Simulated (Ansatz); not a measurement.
# PbS: the cost of one run

Program: Ansatz 0.2.0. Level of theory: DFT, plane waves, PAW, no spin polarisation. These are calculated values, not measurements.

### 1 Starting point

The cell holds 16 atoms (Pb8S8): a = 8.397 Å, b = 8.397 Å, c = 5.955 Å, α = 90.00°, β = 90.00°, γ = 90.00°.

Coordinates:

```xyz
16
Lattice="8.3969 0.0000 0.0000 0.0000 8.3971 0.0000 0.0000 0.0000 5.9549" Properties=species:S:1:pos:R:3 pbc="T T T"
Pb    1.0482    3.1489    4.4671
Pb    5.2467    3.1489    4.4652
Pb    7.3487    1.0496    1.4878
Pb    3.1502    1.0496    1.4897
S     7.3501    1.0496    4.4675
S     3.1516    1.0496    4.4649
S     1.0468    3.1489    1.4874
S     5.2453    3.1489    1.4900
Pb    1.0482    7.3474    4.4671
Pb    5.2467    7.3474    4.4652
Pb    7.3487    5.2482    1.4878
Pb    3.1502    5.2482    1.4897
S     7.3501    5.2482    4.4675
S     3.1516    5.2482    4.4649
S     1.0468    7.3474    1.4874
S     5.2453    7.3474    1.4900
```

### 2 Run 1: PBEsol

Contents of input.yaml:

```yaml
crystal:
  lattice:
    - [8.3969062117, 0.0, 0.0]
    - [0.0, 8.3970756195, 0.0]
    - [0.0, 0.0, 5.9549033865]
  atoms:
    - { symbol: Pb, position: [0.1248374589, 0.375, 0.7501601739] }
    - { symbol: Pb, position: [0.6248374589, 0.375, 0.7498398261] }
    - { symbol: Pb, position: [0.8751625411, 0.125, 0.2498398261] }
    - { symbol: Pb, position: [0.3751625411, 0.125, 0.2501601739] }
    - { symbol: S, position: [0.87533305, 0.125, 0.7502173244] }
    - { symbol: S, position: [0.37533305, 0.125, 0.7497826756] }
    - { symbol: S, position: [0.12466695, 0.375, 0.2497826756] }
    - { symbol: S, position: [0.62466695, 0.375, 0.2502173244] }
    - { symbol: Pb, position: [0.1248374589, 0.875, 0.7501601739] }
    - { symbol: Pb, position: [0.6248374589, 0.875, 0.7498398261] }
    - { symbol: Pb, position: [0.8751625411, 0.625, 0.2498398261] }
    - { symbol: Pb, position: [0.3751625411, 0.625, 0.2501601739] }
    - { symbol: S, position: [0.87533305, 0.625, 0.7502173244] }
    - { symbol: S, position: [0.37533305, 0.625, 0.7497826756] }
    - { symbol: S, position: [0.12466695, 0.875, 0.2497826756] }
    - { symbol: S, position: [0.62466695, 0.875, 0.2502173244] }
kpoints:
  mp_grid: { grid: [2, 2, 2] }
hamiltonian:
  xc: pbesol
scf:
  occupations: { method: fermi_dirac, width: 0.052 }
md:
  ensemble: nve
  temperature: 600
  timestep: 1.5
  n_steps: 20
  initial_velocities: maxwell_boltzmann
  seed: 2514
```

The run is started by

```console
$ ansatz run input.yaml --threads 4 --pin off --max-ram 5529MiB --backend cpu --events-out ev --progress --plain --runs-dir out
```

Q: Estimate wall time and peak memory on 4 threads of Arm Neoverse V1, shared host.

About 62 s, with a peak of 1.4 GiB.
